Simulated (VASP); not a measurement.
Input of a VASP 6.6.1 run:

File INCAR:

```
SYSTEM = C
ALGO = Fast ; DIPOL = 0.5 0.5 0.500
EDIFF = 1E-7 ; ENCUT = 520
GGA = PE ; IDIPOL = 3
ISIF = 2 ; ISMEAR = 0
IVDW = 12 ; LASPH = .TRUE.
LCHARG = .FALSE. ; LDIPOL = .TRUE.
LREAL = .FALSE. ; LWAVE = .FALSE.
NBANDS = 11 ; NELM = 80
PREC = Accurate ; SIGMA = 0.1
```

File KPOINTS:

```
k-points
0
G
  21 21 1
  0 0 0
```

Contents of POSCAR:

```
C
1.0
    2.4649588005      0.0000000000      0.0000000000
   -1.2324794002      2.1347169405      0.0000000000
    0.0000000000      0.0000000000     26.0024025620
C
2
Direct
    0.6666666667      0.3333333333      0.4999769006
    0.3333333333      0.6666666667      0.5000230994
```

Potentials or basis: VASP PAW PBE potentials, release 64 (C).

Launch:

```console
$ cat potpaw_PBE.64/C/POTCAR > POTCAR
$ mpirun -np 1 vasp_std > vasp.out
```

(1) Estimate the dispersion energy per atom.

(2) Estimate the band gap on the k mesh.

(3) What does it give for the largest force?

Results:

(1) -0.089 eV.

(2) none (metal or under the smearing width).

(3) 0.020 eV/Å.
